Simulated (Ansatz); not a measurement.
# CoSi: the cost of one run

Computed with Ansatz 0.2.0 (DFT PBEsol, scalar-relativistic, plane waves, PAW, unless a step's input says otherwise).

The COD entry's cell or inner coordinates are ideal or old and differ from later refinements, so a difference from it is no clean test against experiment.

1 further run of the same task is left out (set aside as unsound or not needed). Runs told in other sessions of the task aren't counted.

## 1. The starting structure

The structure is cubic, space group P2_13 (No. 198). Conventional cell: a = 4.386 Å, b = 4.386 Å, c = 4.386 Å, α = 90.00°, β = 90.00°, γ = 90.00°. Co (site symmetry 3) has 7 Si at 2.30 to 2.40 Å in its first shell of neighbours. Around Si (site symmetry 3) lie 7 Co at 2.30 to 2.40 Å.

Coordinates:

```cif
data_structure
_symmetry_space_group_name_H-M 'P 1'
_symmetry_Int_Tables_number 1
_cell_length_a 4.3858
_cell_length_b 4.3858
_cell_length_c 4.3858
_cell_angle_alpha 90.000
_cell_angle_beta 90.000
_cell_angle_gamma 90.000
_cell_volume 84.36
loop_
_atom_site_label
_atom_site_type_symbol
_atom_site_fract_x
_atom_site_fract_y
_atom_site_fract_z
_atom_site_occupancy
Co1 Co 0.14564 0.14564 0.14564 1
Co2 Co 0.35436 0.85436 0.64564 1
Co3 Co 0.64564 0.35436 0.85436 1
Co4 Co 0.85436 0.64564 0.35436 1
Si1 Si 0.84333 0.84333 0.84333 1
Si2 Si 0.65667 0.15667 0.34333 1
Si3 Si 0.34333 0.65667 0.15667 1
Si4 Si 0.15667 0.34333 0.65667 1
```

This cell was relaxed beforehand with the same method: volume 10.55 Å³/atom, gap on the mesh none (metal).

## 2. The undisturbed cell

input.yaml

```yaml
crystal:
  lattice:
    - [4.3858255181, 0.0, 0.0]
    - [0.0, 4.3858255181, 0.0]
    - [0.0, 0.0, 4.3858255181]
  atoms:
    - { symbol: Co, position: [0.1456446764, 0.1456446764, 0.1456446764] }
    - { symbol: Co, position: [0.3543553236, 0.8543553236, 0.6456446764] }
    - { symbol: Co, position: [0.6456446764, 0.3543553236, 0.8543553236] }
    - { symbol: Co, position: [0.8543553236, 0.6456446764, 0.3543553236] }
    - { symbol: Si, position: [0.84332885, 0.84332885, 0.84332885] }
    - { symbol: Si, position: [0.65667115, 0.15667115, 0.34332885] }
    - { symbol: Si, position: [0.34332885, 0.65667115, 0.15667115] }
    - { symbol: Si, position: [0.15667115, 0.34332885, 0.65667115] }
basis:
  ecutwfc: 420
kpoints:
  mp_grid: { grid: [10, 10, 10] }
hamiltonian:
  xc: pbesol
scf:
  occupations: { method: gaussian, width: 0.15 }
output:
  forces: true
  stress: true
  eigenvalues: true
  write_density: true
  write_potential: true
  elf: true
  volumetric_format: npy
```

On the command line:

```sh
$ ansatz run input.yaml --threads 2 --pin off --max-ram 5120MiB --backend cpu --events-out ev --progress --plain --runs-dir out
```

What time and memory should one allow on 2 threads of Arm Neoverse V2, shared host?

About 22 s, with a peak of 0.5 GiB.
